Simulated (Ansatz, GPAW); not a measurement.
# Ta2CS2 MXene bilayer, AB: converging a work function, part 3 of 3

Aim: the settings at which the work function of Ta2CS2 MXene bilayer, AB stops moving.

GPAW 26.7.0 and Ansatz 0.2.0; Ansatz plane waves; layer without images along its normal, relaxation of atoms and in-plane cell, with D3(BJ) dispersion; PAW set soft_1 (the session's first sound run).

So far, upper work function (eV): step 3 (the slab's potential) 5.36; step 6 (cutoff 700 eV) 5.36.

### Step 8. K mesh 7×7

Level of this step: GPAW, PAW setups; slab in vacuum (GPAW).

The mesh in the plane samples the bands: a metal's Fermi level needs it dense, and band edges must lie on it.

run.py

```python
import json
import numpy as np
from ase import Atoms
from gpaw import GPAW, PW

slab = Atoms(
    ['S', 'Ta', 'C', 'Ta', 'S', 'S', 'Ta', 'C', 'Ta', 'S'],
    positions=[
        [-0.00000, 1.88057, 9.00000],
        [1.62862, 0.94029, 10.62720],
        [0.00000, 0.00000, 11.81020],
        [-0.00000, 1.88057, 12.99690],
        [1.62862, 0.94029, 14.61860],
        [1.62862, 0.94029, 17.93660],
        [0.00000, 0.00000, 19.55830],
        [-0.00000, 1.88057, 20.74501],
        [1.62862, 0.94029, 21.92800],
        [-0.00000, 0.00000, 23.55521]],
    cell=[[3.25724, 0.0, 0.0], [-1.62862, 2.82086, -0.0], [0.0, -0.0, 32.5552]],
    pbc=[True, True, False])

slab.calc = GPAW(mode=PW(500), xc='PBE', kpts={'size': (7, 7, 1), 'gamma': True},
                 occupations={'name': 'fermi-dirac', 'width': 0.05}, nbands='160%',
                 convergence={'density': 1e-05}, maxiter=200,
                 poissonsolver={'dipolelayer': 'xy'},
                 symmetry={'tolerance': 1e-3}, txt='slab.txt')
result = {}
energy = slab.get_potential_energy()
fermi = slab.calc.get_fermi_level()
v = slab.calc.get_electrostatic_potential().mean((0, 1)) - fermi
n = slab.calc.get_pseudo_density().mean((0, 1))
L = slab.cell[2, 2]
z = np.arange(len(v)) * L / len(v)
low, high = slab.positions[:, 2].min(), slab.positions[:, 2].max()
below, above = np.interp([low - 6.8, high + 6.8], z, v)
slopes = [np.interp(x, z, np.gradient(v, z)) for x in (low - 6.8, high + 6.8)]
eps = np.array([[slab.calc.get_eigenvalues(k, s) for k in range(len(slab.calc.get_ibz_k_points()))]
                for s in range(slab.calc.get_number_of_spins())]) - fermi
top, bottom = eps[eps < 0].max(), eps[eps > 0].min()
dipole = slab.get_dipole_moment()[2]
print(f'energy {energy:.4f} eV, Fermi level {fermi:.4f} eV, dipole {dipole:.5f} e A')
print(f'potential 6.8 A off the faces, from the Fermi level: lower {below:.4f} eV, upper {above:.4f} eV')
print(f'slope of the potential there: lower {slopes[0]:.5f}, upper {slopes[1]:.5f} eV/A')
print(f'nearest levels on the mesh: {top:.4f} and {bottom:.4f} eV')
print('magnetic moment', round(slab.get_magnetic_moment(), 3))
result.update(energy=energy, fermi=fermi, dipole=dipole, below=below, above=above, slopes=slopes, edges=[top, bottom],
              z=z.tolist(), v=v.tolist(), n=n.tolist(), positions=slab.positions.tolist(),
              forces=slab.get_forces(apply_constraint=False).tolist(), moments=slab.get_magnetic_moments().tolist())
json.dump(result, open('result.json', 'w'))
```

Launch:

```console
$ OMP_NUM_THREADS=1 OPENBLAS_NUM_THREADS=1 python run.py
```

The log of the run:

```text
energy -83.6863 eV, Fermi level 2.3383 eV, dipole -0.00010 e A
potential 6.8 A off the faces, from the Fermi level: lower 5.5460 eV, upper 5.5460 eV
slope of the potential there: lower -0.00001, upper 0.00002 eV/A
nearest levels on the mesh: -0.0405 and 0.2235 eV
magnetic moment 0.0
```

Wall time 8.5 min (1 thread of Intel Xeon Platinum 8259CL at 2.50GHz (Skylake/Cascade Lake), shared host); peak memory 0.33 GiB.

The run finished with changed settings (kpts = [7, 7]); it serves as a test.

The two runs compared:

```
                quantity  this run  sound run  difference
upper work function (eV)    5.5460     5.3615       0.185
lower work function (eV)    5.5460     5.3629       0.183
```

One result that differs is the upper work function, 5.55 eV against 5.36 eV.

### Step 9. K mesh 18×18: kpts = [18, 18]

The mesh in the plane samples the bands: a metal's Fermi level needs it dense, and band edges must lie on it.

Edit run.py of step 8 so:

```diff
@@ -21,3 +21,3 @@
 
-slab.calc = GPAW(mode=PW(500), xc='PBE', kpts={'size': (7, 7, 1), 'gamma': True},
+slab.calc = GPAW(mode=PW(500), xc='PBE', kpts={'size': (18, 18, 1), 'gamma': True},
                  occupations={'name': 'fermi-dirac', 'width': 0.05}, nbands='160%',
```

The log of the run:

```text
energy -83.6208 eV, Fermi level 2.4870 eV, dipole -0.00010 e A
potential 6.8 A off the faces, from the Fermi level: lower 5.3975 eV, upper 5.3974 eV
slope of the potential there: lower -0.00001, upper 0.00001 eV/A
nearest levels on the mesh: -0.0215 and 0.0170 eV
magnetic moment 0.0
```

The job ended after 34 min (1 thread; peak memory 0.64 GiB).

Numbers from this step:

```yaml
dipole_along_the_normal: -9.86e-5 e·Å
levels_nearest_the_fermi_level_on_the_mesh: -0.02152, 0.01700 eV from the Fermi level
upper_work_function: 5.397 eV
lower_work_function: 5.397 eV
```

The upper face's work function is 5.397 eV, against 5.361 eV in the first plane-wave PBE run at this geometry.

### Step 10. Scheme Methfessel-Paxton of order 0 (Gaussian), smearing 0.1

Smearing changes the occupations near the Fermi level, and with them the level itself. Smearing helps the SCF of a metal converge, but it blurs occupations at band edges near the Fermi level.

Edit run.py of step 9 so:

```diff
@@ -21,4 +21,4 @@
 
-slab.calc = GPAW(mode=PW(500), xc='PBE', kpts={'size': (18, 18, 1), 'gamma': True},
-                 occupations={'name': 'fermi-dirac', 'width': 0.05}, nbands='160%',
+slab.calc = GPAW(mode=PW(500), xc='PBE', kpts={'size': (12, 12, 1), 'gamma': True},
+                 occupations={'name': 'methfessel-paxton', 'width': 0.1}, nbands='160%',
                  convergence={'density': 1e-05}, maxiter=200,
```

The log of the run:

```text
energy -83.6020 eV, Fermi level 2.5225 eV, dipole -0.00005 e A
potential 6.8 A off the faces, from the Fermi level: lower 5.3589 eV, upper 5.3578 eV
slope of the potential there: lower -0.00002, upper 0.00002 eV/A
nearest levels on the mesh: -0.0691 and 0.0062 eV
magnetic moment 0.0
```

Elapsed: 11 min, on 1 thread; peak memory 0.45 GiB.

This step gave:

```
dipole along the normal                    : -4.54e-5 e·Å
levels nearest the Fermi level on the mesh : -0.06910, 0.006164 eV from the Fermi level
upper work function                        : 5.358 eV
lower work function                        : 5.359 eV
```

The upper face's work function is 5.358 eV, against 5.361 eV in the first plane-wave PBE run at this geometry.

### Step 11. All levels side by side

Times are for 1 thread of Intel Xeon Platinum 8259CL at 2.50GHz (Skylake/Cascade Lake), shared host. Results by setting:

```
no.                                                           run  upper work function (eV)    time  memory (GiB)
  1                                                            pw                     5.361  11 min          0.45
  2                                                    cutoff 700                     5.361  14 min          0.65
  3                                                  k mesh 18×18                     5.397  34 min          0.64
  4  scheme Methfessel-Paxton of order 0 (Gaussian), smearing 0.1                     5.358  11 min          0.45
```

### Step 12. Without the dipole layer

The dipole layer is taken out and the cell repeats along the normal.

Edit run.py of step 10 so:

```diff
@@ -19,8 +19,7 @@
     cell=[[3.25724, 0.0, 0.0], [-1.62862, 2.82086, -0.0], [0.0, -0.0, 32.5552]],
-    pbc=[True, True, False])
+    pbc=[True, True, True])
 
 slab.calc = GPAW(mode=PW(500), xc='PBE', kpts={'size': (12, 12, 1), 'gamma': True},
-                 occupations={'name': 'methfessel-paxton', 'width': 0.1}, nbands='160%',
+                 occupations={'name': 'fermi-dirac', 'width': 0.05}, nbands='160%',
                  convergence={'density': 1e-05}, maxiter=200,
-                 poissonsolver={'dipolelayer': 'xy'},
                  symmetry={'tolerance': 1e-3}, txt='slab.txt')
```

The log of the run:

```text
energy -83.6025 eV, Fermi level 2.5187 eV, dipole -0.00008 e A
potential 6.8 A off the faces, from the Fermi level: lower 5.3623 eV, upper 5.3622 eV
slope of the potential there: lower -0.00000, upper 0.00003 eV/A
nearest levels on the mesh: -0.0655 and 0.0101 eV
magnetic moment 0.0
```

It took 11 min on 1 thread; peak memory 0.45 GiB.

The run finished with changed settings (dipole = false and pbc_z = true); it serves as a test.

The two runs compared:

```
                quantity  this run  sound run  difference
upper work function (eV)    5.3622     5.3615      7.4e-4
lower work function (eV)    5.3623     5.3629     -5.9e-4
```

### Step 13. Side by side

Results and costs are gathered.

This step: comparison of work functions, dipole and cost; PAW set soft_1 (GPAW 26.7.0).

Ladder, by row:

```
   step  code  work function, upper (eV)  work function, lower (eV)  dipole (e Å)  wall time (s)  peak memory (GiB)  threads
     pw  GPAW                      5.361                      5.363      -3.33e-5          676.6               0.45        1
ecut200  GPAW                      5.361                       5.36      -1.27e-4          168.5               0.22        1
ecut300  GPAW                       5.36                       5.36      -1.02e-4          336.6               0.28        1
ecut700  GPAW                      5.361                      5.361      -1.19e-4          868.1               0.65        1
     k4  GPAW                      5.239                      5.238      -1.70e-4          180.4                0.3        1
     k7  GPAW                      5.546                      5.546      -1.04e-4          508.7               0.33        1
    k18  GPAW                      5.397                      5.397      -9.86e-5           2044               0.64        1
  smear  GPAW                      5.358                      5.359      -4.54e-5          663.6               0.45        1
  nodip  GPAW                      5.362                      5.362      -8.42e-5          630.5               0.45        1
```

### Step 14. Outcome

```yaml
work_function_both_faces: 5.36 eV
dipole_along_the_normal: -3.3e-5 e Å, near the numerical noise
```

With plane waves and PBE the work function is 5.36 eV on the upper face and 5.36 eV on the lower. The other smearing (Gaussian of 0.1 eV in place of Fermi-Dirac of 0.05) moves the two faces by -0.0037 and -0.0040 eV on the same mesh; a mesh is converged only for its smearing. Over the sound runs of the table the upper face's work function spans 5.358 (smear) to 5.397 eV (k18). The layers' spacing was relaxed with a D3(BJ) dispersion term, which the later single points do not need. The densest mesh tried gives 5.397 and 5.397 eV on the two faces, so the base mesh isn't converged. The layer's cell and atoms come from the relaxation; spin-orbit coupling and temperature are left out.

[Logs are printed without paths, hosts, clocks, repeated set-up lines and the standing remarks that a program may print on its own settings, such as how far it seeks lower states.]

[Hosts, paths, dates, database ids (printed as entryN), source tags and the programs' standing remarks are cut or masked in the printed files.]
